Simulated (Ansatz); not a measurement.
Calculated Hf-179 nuclear quadrupole resonance for HfO2 at a changed volume

Cell: a structure deposited in the COD, relaxed with PBE at fixed cell and then changed (volume scaled by 0.98, ions relaxed).

Space group Pbca (No. 61); a = 5.0258, b = 9.9500, c = 5.1925 Å.

```csv
site,Wyckoff,site symmetry,x,y,z
Hf,8c,1,0.7445,0.8848,0.9651
O9,8c,1,0.8657,0.7922,0.6211
O17,8c,1,0.5029,0.9757,0.2619
```

One atom of each set is listed.

Computed with Ansatz: DFT, PBE, plane waves and PAW, scalar-relativistic, 420 eV cutoff, Γ-centred 5×3×5 k-points, Fermi–Dirac smearing 0.02 eV.

Hf-179: I = 9/2, Q = 3793 mb (year-2017 value). Static lattice, zero field.

(1) Predict the zero-field Hf-179 lines of each site.

(2) And for ¹⁷⁷Hf (I = 7/2, Q = 3365 mb) on Hf?

## Answers

(1) For I = 9/2 and η = 0 the lines are |C_Q|/24 times 1, 2, 3 and 4; η shifts the lowest up most. At large η the states mix, and weaker lines appear at sums of the main ones; lines under 5 % of the strongest are left out.

| site | atoms | V_zz (10²¹ V/m²) | C_Q (MHz) | η | line frequencies (MHz) |
| --- | --- | --- | --- | --- | --- |
| Hf | 8 | 12.07 | 1107 | 0.31 | 75.7, 86.1, 135.8, 161.8, 183.1 |

(2) C_Q scales with Q to 982 MHz, with lines at 91.6, 134.4, 208.4 MHz.

Without spin–orbit coupling the gradients at and beside Hf can be off by some per cent, at some sites by more. At this changed cell the PBE pressure is 11 GPa.
